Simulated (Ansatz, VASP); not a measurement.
**One calculation of BiS, two programs**

The input INCAR:

```
PREC = Accurate
ENCUT = 520
EDIFF = 1E-6
ISMEAR = 0
SIGMA = 0.05
LREAL = F
LASPH = T
NELM = 60
ALGO = Normal
ISIF = 2
LWAVE = F
LCHARG = F
GGA = PE
NBANDS = 18
```

File KPOINTS:

```
regular mesh
0
Gamma
  10 10 10
```

Contents of POSCAR:

```
BiS
1.0
    3.6035353059      0.0000000000      0.0000000000
    0.0000000000      3.6035353059      0.0000000000
    0.0000000000      0.0000000000      3.6035353059
Bi S
1 1
Direct
    0.0000000000      0.0000000000      0.0000000000
    0.5000000000      0.5000000000      0.5000000000
```

Input for Ansatz:

```yaml
crystal:
  lattice:
    - [3.6035353059, 0.0, 0.0]
    - [0.0, 3.6035353059, 0.0]
    - [0.0, 0.0, 3.6035353059]
  atoms:
    - { symbol: Bi, position: [0.0, 0.0, 0.0] }
    - { symbol: S, position: [0.5, 0.5, 0.5] }
basis:
  ecutwfc: 420
  ecutrho_ratio: 4
kpoints:
  mp_grid: { grid: [10, 10, 10] }
hamiltonian:
  xc: pbe
scf:
  occupations: { method: gaussian, width: 0.05 }
output:
  forces: true
  stress: true
  eigenvalues: true
```

Alike in both runs: task single point; functional PBE; k mesh 10 × 10 × 10; occupations gaussian, width 0.05 eV; no spin polarisation.

```csv
,VASP,Ansatz
version,VASP 6.6.1,Ansatz 0.2.0
potentials or method,"VASP PAW PBE potentials, release 64 (Bi_d, S)","scalar-relativistic, plane waves, PAW"
plane-wave cutoff (eV),520,420
valence electrons in the cell,21,21
```

```tsv
	VASP	Ansatz	Ansatz less VASP
gap on the k mesh at the Fermi level (eV)	none	none	-
pressure (GPa)	-1.5	-1.4	+0.08
```

A gap of «none» marks a metal or a gap that the smearing closes.

Caveats: spin-orbit coupling is left out, which moves the levels of the heavy elements.
